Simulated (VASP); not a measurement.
SiC, 2 atoms in the cell. The structure is cubic, space group Fm-3m (No. 225). Conventional cell: a = 4.057 Å, b = 4.057 Å, c = 4.057 Å, α = 90.00°, β = 90.00°, γ = 90.00°. Si (site symmetry m-3m) is surrounded by 6 C at 2.03 Å. Around C (site symmetry m-3m) lie 6 Si at 2.03 Å. The cell was built by a generator and needn't be a form met in nature.

| Quantity | Value |
| --- | --- |
| Program | VASP 6.6.1 |
| Task | single point |
| Functional | PBE |
| Potentials or basis | VASP PAW PBE potentials, release 64 (Si, C) |
| Cutoff | 520 eV |
| k mesh | 18 × 18 × 18 |
| Occupations | gaussian, width 0.1 eV |
| Spin | no spin polarisation |
| Dipole correction | no |
| Further INCAR settings | ALGO = Normal; EDIFF = 1e-07; NBANDS = 11 |

Potentials or basis: VASP PAW PBE potentials, release 64 (Si, C).

Command:

```sh
$ cat potpaw_PBE.64/Si/POTCAR potpaw_PBE.64/C/POTCAR > POTCAR
$ mpirun -np 1 vasp_std > vasp.out
```

Hardware: 1 thread of Intel(R) Xeon(R) Platinum 8375C CPU @ 2.90GHz (Ice Lake), on a shared host.

Task: Estimate the wall time of this run.

Result: It took 16 s on 1 thread of Intel(R) Xeon(R) Platinum 8375C CPU @ 2.90GHz (Ice Lake) (shared host), peak memory 0.16 GiB. Counts: scf iterations 13, k points 195.
